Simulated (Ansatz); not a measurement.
# CsPbCl3 in I4/mcm, a phase reached by a soft mode: a soft mode frozen in, part 3 of 3

Which phase does CsPbCl3 in I4/mcm, a phase reached by a soft mode fall into along its unstable mode, and how much energy does it gain?

Ansatz 0.2.0; DFT PBE, scalar-relativistic, plane waves, PAW; PAW set soft_1.

So far. Step 5 (Energy along the mode, all amplitudes (two of the runs …): The lowest of the steps tried is at 0.14 Å, 0.08 meV/atom below the parent; the bottom of the well need not coincide with a step. Step 7 (The new phase in its own primitive cell): The largest force component left is 0.14 meV/Å and the pressure is 0.001 GPa, within the tolerances set. The cell now holds 36.83 Å³/atom.

The structure was built from a prototype and need not be the compound's stable phase.

**8. Modes of the new phase**

A relaxed structure may still be a saddle point, so its zone-centre modes are computed. The response to a homogeneous field gives the Born charges and the dielectric tensor.

input.yaml

```yaml
crystal:
  lattice:
    - [7.0004749978, -4.0097979879, 0.0]
    - [7.0004749978, 4.0097979879, 0.0]
    - [-4.4793597075, 0.0, 6.5603487143]
  atoms:
    - { symbol: Cs, position: [0.2391729349, 0.7608270651, 0.25] }
    - { symbol: Cs, position: [0.7608270651, 0.2391729349, 0.75] }
    - { symbol: Pb, position: [0.5, 0.0, 0.0] }
    - { symbol: Pb, position: [0.0, 0.5, 0.5] }
    - { symbol: Cl, position: [0.6839378465, 0.7963084292, 0.6830606309] }
    - { symbol: Cl, position: [0.3160621535, 0.2036915708, 0.3169393691] }
    - { symbol: Cl, position: [0.2237844287, 0.7762155713, 0.75] }
    - { symbol: Cl, position: [0.7762155713, 0.2237844287, 0.25] }
    - { symbol: Cl, position: [0.2036915708, 0.3160621535, 0.8169393691] }
    - { symbol: Cl, position: [0.7963084292, 0.6839378465, 0.1830606309] }
kpoints:
  mp_grid: { grid: [6, 6, 6] }
hamiltonian:
  xc: pbe
  pseudopotentials: { kind: paw, azcp: { folder: soft_1 } }
scf:
  occupations: { method: fixed }
output:
  eigenvalues: true
phonons:
  method: dfpt
  dielectric: true
  rigid_motions: translations
```

On the command line:

```sh
$ ansatz run input.yaml --threads 8 --pin off --max-ram 16384MiB --backend cpu --events-out ev --progress --plain --runs-dir out
```

Numbers of over 12 decimals in the logs are rounded to 6 here.

The log of the run:

```text
[...]
Crystal: 10 atoms, lattice volume = 368.304 Å³
Basis set: ecut = 420 eV, 7215 PW (Γ), exchange–correlation on 108×108×108 points (8 copies of the dense FFT grid, shifted against one another)
Bands: 54, of which v1, the nominal top of the filled ones, is band 44 counted from 1 (43 counted from 0)
Symmetry: 4 space group operations
k-points: 112 of 216 (irreducible under 1 space group operation, time reversal used)
[...]
SCF iter   1: F=—  HF=-41654.239786 eV  |F-HF|=—  |Δ(HF+E_count)|=         —  Δρ=2.31e-2  dr2=4.82e0  ethr=3.10e-3  ⟨swp⟩=6.2  Hψ=22899  notcnv=0  defer=764
[...]
SCF iter  11: F=-41651.921800 eV  HF=-41651.921800 eV  |F-HF|=2.91e-11  |Δ(HF+E_count)|=  1.02e-10  Δρ=8.63e-8  dr2=4.36e-11  ethr=1.00e-12  ⟨swp⟩=22.0  Hψ=51858  notcnv=0
SCF 1 converged in 11 iterations: F = -41651.921800 eV  dr2 = 4.36e-11
[...]
NSCF: frozen V_eff on 3 k-points
[...]
Bands: 45, of which v1, the nominal top of the filled ones, is band 44 counted from 1 (43 counted from 0)
k-points: 63 of 216
[...]
Eigensolver: Dense (63 Hₖ)
SCF iter   1: F=—  HF=-41651.740450 eV  |F-HF|=—  |Δ(HF+E_count)|=         —  Δρ=3.00e-4  dr2=1.22e-4  ethr=1.00e-1
[...]
SCF iter   5: F=-41651.740534 eV  HF=-41651.740534 eV  |F-HF|=3.16e-9  |Δ(HF+E_count)|=   1.42e-7  Δρ=8.42e-7  dr2=6.02e-9  ethr=1.15e-10
SCF 1 converged in 5 iterations: F = -41651.740534 eV  dr2 = 6.02e-9
[...]
SCF converged after 11 iterations
Free energy (F): -41651.921800 eV
[...]
Internal energy: -41651.921800 eV  (E = F + TS)
E sigma→0 (E₀):  -41651.921800 eV
Fermi energy:    3.013656 eV
[...]
--- Band table (eV; the first three rows and the last of 112) ---
  k-point 0: bands = [... 40 lower, 1.4170, 1.4431, 1.4644, 3.0137, 5.4399, 5.6003, 5.6382, 7.2359, ... 6 higher]
  k-point 1: bands = [... 40 lower, 1.4106, 1.4138, 1.4968, 2.7147, 5.7037, 5.8391, 5.8731, 7.4117, ... 6 higher]
  k-point 2: bands = [... 40 lower, 1.3592, 1.3658, 1.5231, 2.1103, 6.3078, 6.3772, 6.5274, 7.6991, ... 6 higher]
  k-point 111: bands = [... 40 lower, 1.3066, 1.3066, 1.7026, 1.7026, 7.1175, 7.1175, 7.1796, 7.1796, ... 6 higher]
[...]
ASR residual: 1.274e-4 → 0.000e0 eV/Å²; symmetrization residual: 2.685e-5 eV/Å²
[...]
ε∞ (high-frequency dielectric tensor):
        3.659013     0.000000     0.086551
        0.000000     3.575039     0.000000
        0.086551     0.000000     3.618550
[...]
Born effective charges Z* (e; rows j = field, columns β = displacement):
    site 0:
         1.32688   -0.00000    0.07008
        -0.00000    1.25800    0.00000
         0.06568    0.00000    1.30170
    site 1:
         1.32688   -0.00000    0.07008
        -0.00000    1.25800    0.00000
         0.06568    0.00000    1.30170
    site 2:
         3.71126    0.04419    0.05602
        -0.18619    3.73926    0.33095
         0.06111   -0.40250    3.73394
    site 3:
         3.71126   -0.04419    0.05602
         0.18619    3.73926   -0.33095
         0.06111    0.40250    3.73394
    site 4:
        -1.18707    0.75411    0.59708
         0.74041   -2.11079   -1.05269
         0.58723   -1.05960   -1.68325
    site 5:
        -1.18707    0.75411    0.59708
         0.74041   -2.11079   -1.05269
         0.58723   -1.05960   -1.68325
    site 6:
        -2.66399   -0.00000   -1.32026
        -0.00000   -0.77568    0.00000
        -1.30126    0.00000   -1.66913
    site 7:
        -2.66399   -0.00000   -1.32026
        -0.00000   -0.77568    0.00000
        -1.30126    0.00000   -1.66913
    site 8:
        -1.18707   -0.75411    0.59708
        -0.74041   -2.11079    1.05269
         0.58723    1.05960   -1.68325
    site 9:
        -1.18707   -0.75411    0.59708
        -0.74041   -2.11079    1.05269
         0.58723    1.05960   -1.68325
  Z* charge neutrality: 2.168e-2 e pre-enforcement
[...]
optical modes at Γ without the LO–TO term, one row a degenerate level:
      ω (cm⁻¹)  modes    IR ((D/Å)²/amu)
        -12.78      1             0.0000
         28.16      1             0.8556
         28.23      1             0.0000
         37.22      1             0.2960
         37.93      1             0.0000
         39.67      1             0.0000
         44.74      1             0.0289
[...]
optical modes at Γ + LO–TO along q̂ = [1.0000, 0.0000, 0.0000]:
      ω (cm⁻¹)  modes    IR ((D/Å)²/amu)
[...]
optical modes at Γ + LO–TO along q̂ = [0.0000, 1.0000, 0.0000]:
      ω (cm⁻¹)  modes    IR ((D/Å)²/amu)
[...]
optical modes at Γ + LO–TO along q̂ = [0.0000, 0.0000, 1.0000]:
      ω (cm⁻¹)  modes    IR ((D/Å)²/amu)
[...]
87.58      1             0.0493
         89.79      1             0.0000
         90.01      1            13.6617
         92.74      1             8.9556
         94.46      1             0.0000
         94.72      1             1.7055
         94.95      1             5.3106
        103.62      1             0.0000
        180.70      1             0.0000
        181.06      1             0.0000
        201.93      1            20.7177
        233.41      1             0.0000
```

It took 14 min on 8 threads of Arm Neoverse V1, shared host; peak memory 9.4 GiB.

Numbers from this step:

```
sum-rule residual before enforcement                    : 1.27e-4 eV/Å²
miss of the charge sum rule                             : 0.02168 e
estimated error of the dielectric tensor                : 0.01175
estimated error of the Born charges                     : 0.01882 e
point group                                             : 2/m
highest optical mode at the zone centre (no LO-TO term) : 233.4 cm⁻¹
lowest optical zone-centre mode                         : -12.78 cm⁻¹
mean high-frequency dielectric constant                 : 3.617
largest Born charge (third of the trace)                : 3.728 e
top of the zone-centre spectrum with the field          : 233.4 cm⁻¹
```

Without the LO-TO term. Patterns of degenerate modes are one choice out of their space. The modes at Γ (shares of kinetic energy by element, %) (negative means imaginary):

| mode | frequency (cm⁻¹) | symmetry | Cs % | Pb % | Cl % |
| --- | --- | --- | --- | --- | --- |
| 1 | -12.8 | Bg | 30 | 0 | 70 |
| 2 | 0.0 | acoustic | 30 | 46 | 24 |
| 3 | 0.0 | acoustic | 30 | 46 | 24 |
| 4 | 0.0 | acoustic | 30 | 46 | 24 |
| 5 | 28.2 | Bu | 62 | 14 | 25 |
| 6 | 28.2 | Ag | 30 | 0 | 70 |
| 7 | 37.2 | Au | 68 | 25 | 6 |
| 8 | 37.9 | Bg | 78 | 0 | 22 |
| 9 | 39.7 | Ag | 69 | 0 | 31 |
| 10 | 44.7 | Bu | 58 | 31 | 11 |
| 11 | 47.2 | Bg | 91 | 0 | 9 |
| 12 | 51.6 | Bu | 12 | 17 | 71 |
| 13 | 54.2 | Au | 0 | 7 | 93 |
| 14 | 60.2 | Bu | 0 | 41 | 59 |
| 15 | 62.2 | Au | 1 | 35 | 64 |
| 16 | 69.3 | Ag | 1 | 0 | 99 |
| 17 | 72.8 | Au | 1 | 13 | 86 |
| 18 | 73.5 | Bu | 9 | 23 | 69 |
| 19 | 87.6 | Au | 0 | 97 | 3 |
| 20 | 89.5 | Bu | 0 | 10 | 89 |
| 21 | 89.8 | Bg | 0 | 0 | 100 |
| 22 | 92.7 | Au | 0 | 9 | 91 |
| 23 | 94.3 | Bu | 0 | 18 | 82 |
| 24 | 94.5 | Ag | 0 | 0 | 100 |
| 25 | 95.0 | Au | 0 | 66 | 34 |
| 26 | 96.2 | Bu | 0 | 53 | 47 |
| 27 | 103.6 | Bg | 0 | 0 | 100 |
| 28 | 180.7 | Ag | 0 | 0 | 100 |
| 29 | 181.1 | Bg | 0 | 0 | 100 |
| 30 | 233.4 | Bg | 0 | 0 | 100 |

Optical modes at the zone centre, without and with the macroscopic field of the longitudinal modes; each column is sorted by frequency, so a row need not hold one and the same mode. Modes with and without the field, by row:

| rank among optical modes | no field (cm⁻¹) | q along (1, 0, 0) (cm⁻¹) | q along (0, 1, 0) (cm⁻¹) | q along (0, 0, 1) (cm⁻¹) |
| --- | --- | --- | --- | --- |
| 1 | -12.8 | -12.8 | -12.8 | -12.8 |
| 2 | 28.2 | 28.2 | 28.2 | 28.2 |
| 3 | 28.2 | 29.5 | 28.2 | 30.3 |
| 4 | 37.2 | 37.2 | 37.9 | 37.2 |
| 5 | 37.9 | 37.9 | 38 | 37.9 |
| 6 | 39.7 | 39.7 | 39.7 | 39.7 |
| 7 | 44.7 | 44.8 | 44.7 | 44.8 |
| 8 | 47.2 | 47.2 | 47.2 | 47.2 |
| 9 | 51.6 | 51.6 | 51.6 | 52.4 |
| 10 | 54.2 | 54.2 | 54.5 | 54.2 |
| 11 | 60.2 | 61.8 | 60.2 | 62.2 |
| 12 | 62.2 | 62.2 | 69.3 | 62.7 |
| 13 | 69.3 | 69.3 | 71.5 | 69.3 |
| 14 | 72.8 | 72.8 | 73 | 72.8 |
| 15 | 73.5 | 76.5 | 73.5 | 80 |
| 16 | 87.6 | 87.6 | 87.6 | 87.6 |
| 17 | 89.5 | 89.8 | 89.5 | 89.8 |
| 18 | 89.8 | 92.7 | 89.8 | 90 |
| 19 | 92.7 | 93.5 | 94.1 | 92.7 |
| 20 | 94.3 | 94.5 | 94.3 | 94.5 |
| 21 | 94.5 | 95 | 94.5 | 94.7 |
| 22 | 95 | 96.2 | 96.2 | 95 |
| 23 | 96.2 | 103.6 | 103.6 | 103.6 |
| 24 | 103.6 | 180.7 | 180.7 | 180.7 |
| 25 | 180.7 | 181.1 | 181.1 | 181.1 |
| 26 | 181.1 | 202.6 | 201.1 | 201.9 |
| 27 | 233.4 | 233.4 | 233.4 | 233.4 |

Born charge (rows field, columns displacement) (e), principal values of the symmetric part by kind of site:

| atom | atoms with these values | low | middle | high | mean |
| --- | --- | --- | --- | --- | --- |
| Cs1 | 2 | 1.25 | 1.26 | 1.38 | 1.30 |
| Pb3 | 2 | 3.64 | 3.70 | 3.84 | 3.73 |
| Cl5 | 4 | -3.39 | -0.82 | -0.77 | -1.66 |
| Cl7 | 2 | -3.57 | -0.78 | -0.76 | -1.70 |

In full for Cl5:

```
-1.19  0.75  0.60
 0.74 -2.11 -1.05
 0.59 -1.06 -1.68
```

High-frequency dielectric tensor:

```
3.66 0.00 0.09
0.00 3.58 0.00
0.09 0.00 3.62
```

Transverse modes; imaginary modes are left out. Lines of the infrared spectrum (strongest = 100):

| position (cm⁻¹) | lines merged | relative intensity |
| --- | --- | --- |
| 28 | 2 | 5.9 |
| 37 | 1 | 2.0 |
| 38 | 1 | 0.0 |
| 40 | 1 | 0.0 |
| 45 | 1 | 0.2 |
| 47 | 1 | 0.0 |
| 52 | 1 | 3.8 |
| 54 | 1 | 1.6 |
| 60 | 1 | 21 |
| 62 | 1 | 38 |
| 69 | 1 | 0.0 |
| 73 | 1 | 0.1 |
| 74 | 1 | 55 |
| 88 | 1 | 0.3 |
| 90 | 2 | 100 |
| 93 | 1 | 61 |
| 94 | 2 | 36 |
| 95 | 1 | 36 |
| 96 | 1 | 66 |
| 104 | 1 | 0.0 |
| 181 | 2 | 0.0 |
| 233 | 1 | 0.0 |

Before it was imposed, the acoustic sum rule was missed by 1.3e-4 eV/Å² and the charge sum rule by 0.022 e. Small misses are needed for a sound result but don't prove that mesh and cutoff are converged. The lowest optical mode is imaginary, 12.8i cm⁻¹, so the energy falls along it.

**9. What came out**

```
unstable mode of the parent                                                      : q = (0, 0, 0), 16i cm⁻¹
depth at the lowest point sampled                                                : 0.08 meV/atom
largest atomic shift at that point                                               : 0.14 Å
space group reached (within 0.01 Å)                                              : C2/c
energy gained over the parent (first relaxation, on the mesh of the frozen mode) : 0.162 meV/atom
volume per atom, phase reached                                                   : 36.8 Å³
gap on the k-mesh, phase reached                                                 : 2.43 eV
lowest optical zone-centre mode, phase reached                                   : -12.8 cm⁻¹
highest optical mode at the zone centre (no LO-TO term), phase reached           : 233 cm⁻¹
```

In words: Along this mode the structure falls into C2/c, 0.162 meV/atom below the parent. At the parent's cell the well is 0.08 meV/atom deep on the steps tried, with its lowest point at a shift of 0.14 Å. Relaxing atoms and cell changes the gain by +0.08 meV/atom against the lowest step (energies at zero smearing). The new phase still has an imaginary mode at the zone centre of its cell, so it is a saddle point on the way to a lower structure. How so shallow a well moves with the k mesh was not tested. Of the 2 patterns followed to their end from this parent, this one ends 0.0956 meV/atom above the lowest, C2/m. Another end point lies within 1 meV/atom; how such a difference moves with mesh and cutoff was not tested. Each path keeps the symmetry of its pattern, so a lower phase may lie along a pattern not tried. Spin-orbit coupling is left out, which can matter for the heavy elements here. The starting cell was built on a prototype and not taken from a measurement, so the phase need not exist.

[Logs are printed without paths, hosts, clocks, repeated set-up lines and the standing remarks that a program may print on its own settings, such as how far it seeks lower states.]

[Hosts, paths, dates, database ids (printed as entryN), source tags and the programs' standing remarks are cut or masked in the printed files.]
